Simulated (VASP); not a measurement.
Input of a VASP 6.6.1 run:

INCAR

```
SYSTEM = PtS2
PREC = Accurate ; ENCUT = 520
EDIFF = 1E-6 ; ISMEAR = 0
SIGMA = 0.5 ; LREAL = .False.
LASPH = .True. ; NELM = 100
ALGO = Fast ; ISIF = 2
LWAVE = .False. ; LCHARG = .False.
GGA = PS
```

Contents of KPOINTS:

```
Automatic mesh
0
Gamma
  9 9 6
  0 0 0
```

POSCAR

```
PtS2
1.0
    3.5675900000      0.0000000000      0.0000000000
   -1.7837900000      3.0896200000      0.0000000000
    0.0000000000      0.0000000000      4.8017200000
Pt S
1 2
Direct
    0.0000000000      0.0000000000      0.0000000000
    0.6666700000      0.3333300000      0.7506900000
    0.3333300000      0.6666700000      0.2493100000
```

Potentials or basis: VASP PAW PBE potentials, release 64 (Pt, S).

Launch:

```console
$ cat potpaw_PBE.64/Pt/POTCAR potpaw_PBE.64/S/POTCAR > POTCAR
$ mpirun -np 1 vasp_std > vasp.out
```

**Question.** Estimate the band gap on the k mesh.

**Answer.** 0.38 eV, indirect (least direct gap 1.01 eV).

**Question.** Predict the pressure.

**Answer.** 0.1 GPa.

Stress tensor (GPa, compression positive):
```
 0.19  0.00  0.00
 0.00  0.19  0.00
 0.00  0.00 -0.15
```

Caveat: the PAW data sets were made with another functional, which shifts forces and pressure a little; spin-orbit coupling is left out, which moves the levels of the heavy elements; an odd mesh through Γ misses points on the zone boundary, where band edges often lie.
